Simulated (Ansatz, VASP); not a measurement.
SnTe: VASP beside Ansatz

Contents of INCAR:

```
SYSTEM = SnTe
PREC = Accurate
ENCUT = 520
EDIFF = 1E-6
ISMEAR = -1
SIGMA = 0.05
LREAL = .FALSE.
LASPH = .TRUE.
NELM = 80
ALGO = Normal
ISIF = 2
LWAVE = .FALSE.
LCHARG = .FALSE.
NBANDS = 17
```

KPOINTS

```
Automatic mesh
0
G
  7 7 7
  0 0 0
```

POSCAR

```
SnTe
1.0
    0.0000000000      3.1297027185      3.1297027185
    3.1297027185      0.0000000000      3.1297027185
    3.1297027185      3.1297027185      0.0000000000
Te Sn
1 1
Direct
    0.5000000000      0.5000000000      0.5000000000
    0.0000000000      0.0000000000      0.0000000000
```

File input.yaml:

```yaml
crystal:
  lattice:
    - [0.0, 3.1297027185, 3.1297027185]
    - [3.1297027185, 0.0, 3.1297027185]
    - [3.1297027185, 3.1297027185, 0.0]
  atoms:
    - { symbol: Te, position: [0.5, 0.5, 0.5] }
    - { symbol: Sn, position: [0.0, 0.0, 0.0] }
hamiltonian:
  xc: lda
  pseudopotentials: { kind: paw }
kpoints:
  mp_grid: { grid: [7, 7, 7] }
scf:
  occupations: { method: fermi_dirac, width: 0.05 }
output:
  forces: true
  stress: true
  eigenvalues: true
```

Alike in both runs: task single point; functional LDA; k mesh 7 × 7 × 7; occupations fermi-dirac, width 0.05 eV; no spin polarisation.

```csv
,VASP,Ansatz
version,VASP 6.6.1,Ansatz 0.2.0
potentials or method,"VASP PAW LDA potentials, release 64 (Te, Sn_d)",Ansatz PAW
plane-wave cutoff (eV),520,420
valence electrons in the cell,20,30
```

Ansatz gave:

```
gap on the k mesh at the Fermi level (eV) : 0.67
least direct gap on the mesh (eV)         : 0.67
pressure (GPa)                            : -0.7
```

Q: Which values does VASP return?

A: gap on the k mesh at the Fermi level (eV): 0.67; least direct gap on the mesh (eV): 0.67; pressure (GPa): -0.6.

The two sets of potentials don't hold the same shells in valence.

Caveats: the PAW data sets come from PBE, with cores solved anew for the run's functional, which leaves a small shift of forces and pressure (Ansatz). The runs have no spin-orbit coupling, so splittings on Te are missing.
